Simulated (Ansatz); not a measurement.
Input and command of a plane-wave DFT calculation in Ansatz:

```yaml
crystal:
  lattice:
    - [1.9738023601, 1.1395753239, 8.1718418158]
    - [-1.9738023601, 1.1395753239, 8.1718418158]
    - [0.0, -2.2791506479, 8.1718418158]
  atoms:
    - { symbol: In, position: [-0.0001715229, -0.0001715229, -0.0001715229] }
    - { symbol: In, position: [0.1115306082, 0.1115306082, 0.1115306082] }
    - { symbol: Se, position: [0.6146713267, 0.6146713267, 0.6146713267] }
    - { symbol: Se, position: [0.8299695879, 0.8299695879, 0.8299695879] }
basis:
  ecutwfc: 420
kpoints:
  mp_grid: { grid: [12, 12, 12] }
hamiltonian:
  xc: pbesol
scf:
  occupations: { method: gaussian, width: 0.02 }
output:
  forces: true
  stress: true
  eigenvalues: true
relax:
  adjacent_minimum: "off"
  f_tol: 0.01
  max_steps: 30
  cell: { stress_tol: 0.1, fix: [volume] }
```

```bash
ansatz run input.yaml --threads 1 --pin off --max-ram 2560MiB --backend cpu --events-out ev --progress --plain --runs-dir out
```

Processor: Intel(R) Xeon(R) 6975P-C (Granite Rapids), 1 thread, on a host shared with other jobs.

Problem. Estimate time, memory and problem size.

Solution. About 2.6 min on 1 thread of Intel(R) Xeon(R) 6975P-C (Granite Rapids), on a shared host, peak memory 0.83 GiB. It solves 35 bands at 189 k points (the mesh reduced by the symmetry that the task leaves, which can be less than the crystal's) with about 2175 plane waves, in 32 SCF iterations over 5 ionic steps.
